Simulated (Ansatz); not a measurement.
## LiF: moving F off its site

LiF, Pm-3m, a = 2.560 Å (as given, not relaxed at this level: -3.5 GPa). This isn't the usual stable structure of the compound. Ansatz: r2SCAN, PAW, 500 eV, Γ-centred 10×10×10 mesh on 2 atoms, Gaussian smearing 0.05 eV; no spin polarisation.

```yaml
crystal:
  lattice:
    - [2.55953, 0.00000, 0.00000]
    - [0.00000, 2.55953, 0.00000]
    - [0.00000, 0.00000, 2.55953]
  atoms:
    - { symbol: Li, position: [0.00000, 0.00000, 0.00000] }
    - { symbol: F, position: [0.50000, 0.50000, 0.50000] }
```

Atom 2 (F) moves by x along the unit vector (0.000, 0.000, 1.000), with its periodic images; all else is held. y is the free energy of the cell over the start, F the force along the path summed over the moved atoms. Symmetry makes y even in x.

| x (Å) | y (meV) | F (eV/Å) |
| --- | --- | --- |
| -0.3000 | -16.97 | -0.09 |
| -0.1500 | -4.83 | -0.06 |
| 0.0000 | 0.00 | 0.00 |
| 0.0375 | -0.31 | 0.02 |
| 0.0750 | -1.25 | 0.03 |
| 0.1125 | ? | ? |
| 0.1875 | -7.37 | 0.07 |
| 0.2250 | -10.30 | 0.08 |
| 0.2625 | -13.54 | 0.09 |

Task: Fit y = c2 x² + c4 x⁴ to the energies of the other rows, give the force constant, and predict energy and force of the missing row.

Result: Least squares on the rows shown. y = −222.98 x² + 383.07 x⁴. The force constant is 2 c2 = -0.446 eV/Å², negative: the site is a maximum along this line, for the cell as given, at -3.5 GPa (for all images moving together, not for a lone atom). The force −dy/dx at the missing row is 0.05 eV/Å (computed 0.05). At x = 0.1125 the fit asked for gives -2.76 meV. The run gave -2.77 meV, so the fit is 0.01 meV too high, within twice the rms miss on the fitted rows (0.006 meV).